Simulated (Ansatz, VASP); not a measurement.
# Two plane-wave programs on ZnS

```
Zn S
1.0
     0.00000    2.60303    2.60303
     2.60303    0.00000    2.60303
     2.60303    2.60303    0.00000
Zn S
1 1
Direct
  0.00000 0.00000 0.00000
  0.25000 0.25000 0.25000
```

Change from the starting cell: hydrostatic strain -3.4%.

Alike in both runs: task single point; functional r2SCAN; k mesh 8 × 8 × 8; no spin polarisation.

|  | VASP | Ansatz |
| --- | --- | --- |
| version | VASP 6.6.1 | Ansatz 0.2.0 |
| potentials or method | VASP PAW PBE potentials, release 64 (Zn, S) | plane waves, PAW |
| plane-wave cutoff (eV) | 520 | 500 |
| occupations | gaussian, width 0.01 eV | fixed |
| valence electrons in the cell | 18 | 18 |

VASP gave:

| Item | Value |
| --- | --- |
| gap on the k mesh at the Fermi level (eV) | 3.21 |
| pressure (GPa) | 10.3 |

**Question.** What did Ansatz give for the same quantities?

**Answer.** gap on the k mesh at the Fermi level (eV): 3.19; pressure (GPa): 10.2.

Caveats: the PAW data sets were made with another functional, which shifts forces and pressure a little (VASP). A k mesh can miss the band edges.
